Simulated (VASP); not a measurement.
ZnSiP2:

```
Zn P Si
1.0
    -2.68670    2.68670    5.23003
     2.68670   -2.68670    5.23003
     2.68670    2.68670   -5.23003
Zn P Si
2 4 2
Direct
  0.75000 0.25000 0.50000
  0.00000 0.00000 0.00000
  0.14230 0.62500 0.01730
  0.60770 0.12500 0.98270
  0.87500 0.85770 0.48270
  0.37500 0.39230 0.51730
  0.25000 0.75000 0.50000
  0.50000 0.50000 0.00000
```

The cell is a database's computed one.

Base run:

| Item | Value |
| --- | --- |
| Program | VASP 6.6.1 |
| Functional | PW91 |
| Potentials or basis | VASP PAW PBE potentials, release 64 (Zn, P, Si) |
| Cutoff | 520 eV |
| k mesh | 5 × 5 × 5 |
| Occupations | fermi-dirac, width 0.05 eV |
| Spin | no spin polarisation |

Its results: band gap on the k mesh 1.32 eV, direct.

**Question.** After a change of settings the same cell gave: band gap on the k mesh 1.52 eV, direct. Which change was it?
A. functional from PW91 to PBEsol
B. functional from PW91 to BLYP
C. functional from PW91 to PBE
D. functional from PW91 to AM05

**Answer.** B.

Not every run made on this cell is shown here.
